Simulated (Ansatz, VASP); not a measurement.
**One calculation of BAs, two programs**

```xyz
2
Lattice="0.0000 2.3885 2.3885 2.3885 0.0000 2.3885 2.3885 2.3885 0.0000" Properties=species:S:1:pos:R:3 pbc="T T T"
As    3.5827    3.5827    3.5827
B     0.0000    0.0000    0.0000
```

Alike in both runs: task relaxation of cell and atoms; functional revPBE; k mesh 10 × 10 × 10; occupations fermi-dirac, width 0.05 eV; no spin polarisation.

```csv
,VASP,Ansatz
version,VASP 6.6.1,Ansatz 0.2.0
potentials or method,"VASP PAW PBE potentials, release 64 (As, B), cutoff 600 eV","all-electron LAPW, scalar-relativistic"
```

```tsv
	VASP	Ansatz	Ansatz less VASP
relaxed volume (Å³/atom)	14.17	14.11	-0.058
relaxed cell length with the largest relative difference (Å)	3.422	3.417	-0.0047
energy change over the relaxation (meV/atom)	-9	-7	+1.8
```

Ansatz ran all-electron here, so the differences hold the error of VASP's frozen core and of both bases.

Caveats: the PAW data sets were made with another functional, which shifts forces and pressure a little (VASP). A k mesh can miss the band edges. revPBE gives volumes clearly too large for solids.
